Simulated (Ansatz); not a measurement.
# TiAl: how the free axis answers a strain

TiAl, P4/mmm, a = 2.810 Å, c = 4.066 Å. The structure is a Materials Project entry; whether it is the stable form wasn't checked. Ansatz: r2SCAN, PAW, 500 eV, Γ-centred 18×18×14 mesh on 2 atoms, Gaussian smearing 0.10 eV; no spin polarisation. Series: biaxial strain in the a-b plane, c and atoms relaxed; x is the strain in per cent. y is the change of c in per cent of 4.066 Å.

```tsv
x (%)	y (%)
-4.5	?
-3.0	2.81
-1.5	1.42
0.0	0.00
1.5	-1.43
3.0	-3.19
4.5	-5.10
```

Q: Fit y = c1 x + c2 x² to the other rows, say what c1 measures, and predict the missing y.

A: Least squares on the rows shown. y = −1.001 x − 0.02659 x². With no stress along c, c1 = −2C13/C33 = -1.001. With a term in x³ added, the coefficient of x becomes -0.9518, 5 % less, which shows how far this figure hangs on the form. At x = -4.5 the fit asked for gives 3.97 %. The run gave 4.34 %, so the fit is 0.37 % too low, 3.9 % of the span of the series, against an rms of 0.07 % on the fitted rows. The row lies outside the fitted range. With a term in x³ added, a fit to the same known rows predicts 4.33 %, so most of the miss is curvature that the known rows already hold.